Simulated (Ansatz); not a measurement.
Wurtzite InN, treated with r²SCAN+rVV10 in Ansatz (plane waves, PAW).

Settings: plane-wave cutoff 600 eV, 24×24×12 k mesh (along the axes of the cell as run), Fermi–Dirac smearing 0.05 eV, scalar-relativistic PAW data made under PBE.

Cell (relaxed at this level):

InN is taken in the hexagonal space group P6₃mc (No. 186), the wurtzite structure, Pearson symbol hP4. Lattice parameters: a = b = 3.538 Å, c = 5.705 Å, α = β = 90.00°, γ = 120.00°. In on 2b is coordinated by 4 N at 2.155–2.165 Å (tetrahedral). N on 2b has 4 In at 2.155–2.165 Å (tetrahedral). (Neighbours: up to the widest gap in distance over summed covalent radii, below 1.35, at either atom; cation-cation and far metal-metal contacts left out.)

Problem. Predict the elastic constant C12, elastic constant C33, elastic constant C13, Voigt–Reuss–Hill bulk modulus, elastic constant C11, elastic constant C44 and elastic constant C66.

Solution. 
* **elastic constant C12**: 115 GPa
* **elastic constant C33**: 231 GPa
* **elastic constant C13**: 95.9 GPa
* **Voigt–Reuss–Hill bulk modulus**: 144 GPa
* **elastic constant C11**: 226 GPa
* **elastic constant C44**: 49.9 GPa
* **elastic constant C66**: 55.3 GPa

Note: the solid has no gap at this level, which affects its response.

Elastic constants are with the ions relaxed.

Spin–orbit coupling is not included.

The computed numbers hold no vibrational or temperature effects.

Cost on a shared machine: about 2.9 core-hours (a rough figure).

Ansatz is a first-principles code.
